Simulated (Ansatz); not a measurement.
Crystal: HfN.

```
CELL_PARAMETERS angstrom
0.00000 2.45482 2.45482
2.45482 0.00000 2.45482
2.45482 2.45482 0.00000
ATOMIC_POSITIONS crystal
Hf 0.00000 0.00000 0.00000
N 0.25000 0.25000 0.25000
```

The cell comes from a database or a generator and needn't be the stable form of this composition.

Base run:

| Quantity | Value |
| --- | --- |
| Program | Ansatz 0.2.0 |
| Functional | PBEsol |
| Potentials or basis | Ansatz PAW |
| Cutoff | 420 eV |
| Density cutoff | 1680 eV |
| k mesh | 9 × 9 × 9 |
| Occupations | fermi-dirac, width 0.05 eV |
| Spin | no spin polarisation |

Its results: band gap on the k mesh none (metal or under the smearing width); pressure -5.0 GPa.

**Question.** The run is repeated on the same cell with these changes: hubbard terms from none to Hf d U = 3 eV; hubbard projectors from none to ortho-atomic (the default). What comes out?

**Answer.** Band gap on the k mesh none (metal or under the smearing width); pressure -0.8 GPa.

Caveats: the PAW data sets come from PBE, with cores solved anew for the run's functional, which leaves a small shift of forces and pressure; U without spin polarisation on a metal has little footing (some runs).

Not every run made on this cell is shown here.
